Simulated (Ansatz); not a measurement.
# Sc under changes of volume

One of the cells (25.002 Å³/atom); the others are scaled copies at fixed shape and fractional positions:

```
Sc
1.0
     3.30900    0.00000    0.00000
    -1.65450    2.86568    0.00000
     0.00000    0.00000    5.27330
Sc
2
Direct
  0.66667 0.33333 0.75000
  0.33333 0.66667 0.25000
```

- Program: Ansatz 0.2.0
- Functional: LDA
- Potentials or basis: Ansatz PAW
- Cutoff: 420 eV (not typed: the program's choice for these potentials)
- k mesh: 9 × 9 × 5
- Occupations: gaussian, width 0.05 eV
- Spin: no spin polarisation

```csv
volume (Å³/atom),energy over the lowest point (meV/atom),pressure (GPa)
23.502,0.00,-2.4
24.002,9.25,-3.5
24.502,21.71,-4.5
25.002,37.07,-5.3
25.502,?,?
26.002,75.48,-6.9
26.502,98.09,-7.6
```

Q: What does the run at 25.502 Å³/atom give?

A: Energy over the lowest point 55.07 meV/atom; pressure -6.2 GPa.

Worked out: A Birch-Murnaghan fit of order 3 (a polynomial in V^(-2/3)) to the other rows has no minimum within the range. It gives 55.07 meV/atom at 25.502 Å³/atom, against the run's 55.07, and -dE/dV = -6.2 GPa, against -6.2.

Energies are extrapolated to zero smearing.

Caveats: the PAW data sets come from PBE, with cores solved anew for the run's functional, which leaves a small shift of forces and pressure.
